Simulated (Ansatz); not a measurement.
## Sn: changing the strain (εzz = s)

```
CELL_PARAMETERS angstrom
-1.89465 1.89465 1.89465
1.89465 -1.89465 1.89465
1.89465 1.89465 -1.89465
ATOMIC_POSITIONS crystal
Sn 0.00000 0.00000 0.00000
```

This isn't the form of Sn at room conditions, which is tetragonal (white tin).

Kept alike: task single point; functional PBEsol; k mesh 8 × 8 × 8; occupations fermi-dirac, width 0.05 eV; no spin polarisation. Program: Ansatz, Ansatz PAW, cutoff 420 eV. The mesh is that of the run's cell of 1 atom. No spin-orbit coupling.

| s | free energy over the lowest row (meV/atom) |
| --- | --- |
| -0.04 | 0.00 |
| -0.02 | 1.64 |
| -0.01 | 4.02 |
| 0 | 6.96 |
| 0.01 | 9.71 |
| 0.02 | 12.68 |
| 0.04 | 18.99 |

The cell shown is the unstrained one; x, y and z are its Cartesian axes; atoms keep their fractions. For a metal such a mesh leaves the last digits unconverged. All rows use potentials made for PBE.

What does the strain (εzz = s) change here?

The free energy rises from 0.00 to 18.99 meV/atom between -0.04 and 0.04.
